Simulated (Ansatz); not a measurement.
# YN and the effect of the functional

The structure is cubic, space group Fm-3m (No. 225). Conventional cell: a = 4.877 Å, b = 4.877 Å, c = 4.877 Å, α = 90.00°, β = 90.00°, γ = 90.00°. Y (site symmetry m-3m) has 6 N at 2.44 Å as nearest neighbours. N (site symmetry m-3m) has 6 Y at 2.44 Å as nearest neighbours.

Kept alike: task projected density of states; k mesh 5 × 5 × 5; occupations fermi-dirac, width 0.05 eV; no spin polarisation. Program: Ansatz, Ansatz PAW, cutoff 420 eV. The mesh is that of the run's cell of 2 atoms. No spin-orbit coupling.

```csv
functional,pressure (GPa)
BLYP,8.20
PBE,3.26
RPBE,6.54
revPBE,5.65
```

The k mesh is coarse, so the values aren't converged. Pressure is positive in compression, with a Pulay correction for the finite cutoff. All rows use potentials made for PBE.

Problem. What does the functional change here?

Solution. The pressure runs from 3.26 (PBE) to 8.20 GPa (BLYP). From PBE: BLYP +4.94; RPBE +3.28; revPBE +2.39. A positive pressure means that the functional's own cell is larger than the one given, a negative one that it is smaller.
